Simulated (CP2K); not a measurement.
**Zn under changes of volume**

One of the cells (15.451 Å³/atom); the others are scaled copies at fixed shape and fractional positions:

```
Zn
1.0
     2.71765    0.00000    0.00000
    -0.90588    2.56223    0.00000
    -0.90588   -1.28111    2.21895
Zn
1
Direct
  0.00000 0.00000 0.00000
```

This isn't the form of Zn at room conditions, which is hcp.

| Item | Value |
| --- | --- |
| Program | CP2K 2026.2 |
| Functional | PBEsol |
| Potentials or basis | POTENTIAL_UZH Zn GTH-PBE-q12; TZVP-MOLOPT-PBE-GTH basis |
| Density cutoff | 6123 eV |
| k mesh | 12 × 12 × 12 |
| Occupations | fermi-dirac, width 0.1 eV |
| Spin | no spin polarisation |

| volume (Å³/atom) | energy over the lowest point (meV/atom) | pressure (GPa) |
| --- | --- | --- |
| 14.524 | 0.00 | -1.0 |
| 14.833 | 3.58 | -2.5 |
| 15.142 | 9.94 | -3.9 |
| 15.451 | 18.70 | -5.1 |
| 15.760 | 29.55 | -6.1 |
| 16.069 | 42.21 | -6.9 |
| 16.378 | ? | ? |

Q: What does the run at 16.378 Å³/atom give?

A: Energy over the lowest point 56.43 meV/atom; pressure -7.7 GPa.

Worked out: A Birch-Murnaghan fit of order 3 (a polynomial in V^(-2/3)) to the other rows has its minimum at 14.33 Å³/atom, just outside them, with B0 = V·E''(V) = 83 GPa and B' = 5.5. It gives 56.43 meV/atom at 16.378 Å³/atom, against the run's 56.43, and -dE/dV = -7.7 GPa, against -7.7.

Energies are extrapolated to zero smearing.

Caveats: the potentials were made for another functional, which shifts forces and pressure; the basis of atomic orbitals isn't converged, which shifts pressures, moduli and gaps.
